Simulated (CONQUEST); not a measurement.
Crystal: Pb.

```
Pb
1.0
     3.50021    0.00000    0.00000
     0.00000    3.50021    0.00000
     0.00000    0.00000    4.95004
Pb
2
Direct
  0.00000 0.00000 0.00000
  0.50000 0.50000 0.50000
```

- Program: CONQUEST 1.3
- Task: single point
- Functional: PBE
- Potentials or basis: PseudoDojo NC PBE, DZ, grid cutoff 120 Ha
- k mesh: 8 × 8 × 6
- Occupations: fermi-dirac, width 0.05 eV
- Spin: no spin polarisation

On this cell: pressure 3.6 GPa; largest force zero by symmetry; band gap on the k mesh none (metal or under the smearing width).

The same run follows on a disturbed copy (atoms of the box moved at random, drawn with an rms of 0.05 Å):

```xyz
2
Lattice="3.5002 0.0000 0.0000 0.0000 3.5002 0.0000 0.0000 0.0000 4.9500" Properties=species:S:1:pos:R:3 pbc="T T T"
Pb    0.0115   -0.0172    0.0105
Pb    1.7455    1.6916    2.5019
```

What changes?

The energy (extrapolated to zero smearing) moves by +0.5 meV/atom; pressure 3.7 GPa; largest force 0.080 eV/Å; band gap on the k mesh none (metal or under the smearing width).

Forces in eV/Å, atoms in the order of the input:
```
Pb  -0.009 -0.053  0.059
Pb   0.011  0.046 -0.058
```

Caveats: the atomic basis is small; the basis of atomic orbitals isn't converged, which shifts pressures, moduli and gaps; the box holds several primitive cells, so bands are folded and the points are those of the box's own zone (some runs).
